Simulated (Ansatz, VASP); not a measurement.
Given: the input of a run of VASP 6.6.1 on HfC.

Contents of INCAR:

```
PREC = Accurate ; ENCUT = 520
EDIFF = 1E-6 ; ISMEAR = -1
SIGMA = 0.05 ; LREAL = F
LASPH = T ; NELM = 60
ALGO = Normal ; ISIF = 2
LWAVE = F ; LCHARG = F
LMAXMIX = 4 ; GGA = RE
```

File KPOINTS:

```
Automatic mesh
0
Gamma
  10 10 10
```

POSCAR

```
HfC
1.0
    0.0000000000      2.3250000000      2.3250000000
    2.3250000000      0.0000000000      2.3250000000
    2.3250000000      2.3250000000      0.0000000000
Hf C
1 1
Direct
    0.5000000000      0.5000000000      0.5000000000
    0.0000000000      0.0000000000      0.0000000000
```

KPOINTS_OPT

```
path GXWKGLUWLK,UX
10
line-mode
reciprocal
 0.0000000000  0.0000000000  0.0000000000  G
 0.5000000000  0.0000000000  0.5000000000  X

 0.5000000000  0.0000000000  0.5000000000  X
 0.5000000000  0.2500000000  0.7500000000  W

 0.5000000000  0.2500000000  0.7500000000  W
 0.3750000000  0.3750000000  0.7500000000  K

 0.3750000000  0.3750000000  0.7500000000  K
 0.0000000000  0.0000000000  0.0000000000  G

 0.0000000000  0.0000000000  0.0000000000  G
 0.5000000000  0.5000000000  0.5000000000  L

 0.5000000000  0.5000000000  0.5000000000  L
 0.6250000000  0.2500000000  0.6250000000  U

 0.6250000000  0.2500000000  0.6250000000  U
 0.5000000000  0.2500000000  0.7500000000  W

 0.5000000000  0.2500000000  0.7500000000  W
 0.5000000000  0.5000000000  0.5000000000  L

 0.5000000000  0.5000000000  0.5000000000  L
 0.3750000000  0.3750000000  0.7500000000  K

 0.6250000000  0.2500000000  0.6250000000  U
 0.5000000000  0.0000000000  0.5000000000  X
```

Potentials or basis: VASP PAW PBE potentials, release 64 (Hf_pv, C).

Run with:

```sh
$ cat potpaw_PBE.64/Hf_pv/POTCAR potpaw_PBE.64/C/POTCAR > POTCAR
$ mpirun -np 1 vasp_std > vasp.out
```

Translate it to Ansatz 0.2.0. Potentials there: Ansatz PAW.

As run (the cutoff follows the program's own potentials):

The input input.yaml:

```yaml
crystal:
  lattice:
    - [0.0, 2.325, 2.325]
    - [2.325, 0.0, 2.325]
    - [2.325, 2.325, 0.0]
  atoms:
    - { symbol: Hf, position: [0.5, 0.5, 0.5] }
    - { symbol: C, position: [0.0, 0.0, 0.0] }
hamiltonian:
  xc: revpbe
  pseudopotentials: { kind: paw }
kpoints:
  mp_grid: { grid: [10, 10, 10] }
  band_path:
    path:
      - [[0.0, 0.0, 0.0], [0.5, 0.0, 0.5], [0.5, 0.25, 0.75], [0.375, 0.375, 0.75], [0.0, 0.0, 0.0], [0.5, 0.5, 0.5], [0.625, 0.25, 0.625], [0.5, 0.25, 0.75], [0.5, 0.5, 0.5], [0.375, 0.375, 0.75]]
      - [[0.625, 0.25, 0.625], [0.5, 0.0, 0.5]]
    npoints: 14
scf:
  occupations: { method: fermi_dirac, width: 0.05 }
  n_extra_bands: 6
output:
  forces: true
  stress: true
  eigenvalues: true
  fatbands: false
```

Potentials or basis: Ansatz PAW.

Launch:

```bash
$ ansatz run input.yaml --threads 2 --pin off --max-ram 5632MiB --backend cpu --events-out ev --progress --plain --runs-dir out
```

Both were run:

|  | VASP | Ansatz | Ansatz less VASP |
| --- | --- | --- | --- |
| gap on the k mesh at the Fermi level (eV) | none | none | - |
| pressure (GPa) | 2.5 | 3.2 | +0.72 |

A gap of «none» marks a metal or a gap that the smearing closes. The functional is the same, so the differences come from potentials, cutoffs and numerics. The two sets of potentials don't hold the same shells in valence.

Caveats: spin-orbit coupling is left out, which moves the levels of the heavy elements; the PAW data sets were made with another functional, which shifts forces and pressure a little (VASP); the PAW data sets come from PBE, with cores solved anew for the run's functional, which leaves a small shift of forces and pressure (Ansatz).
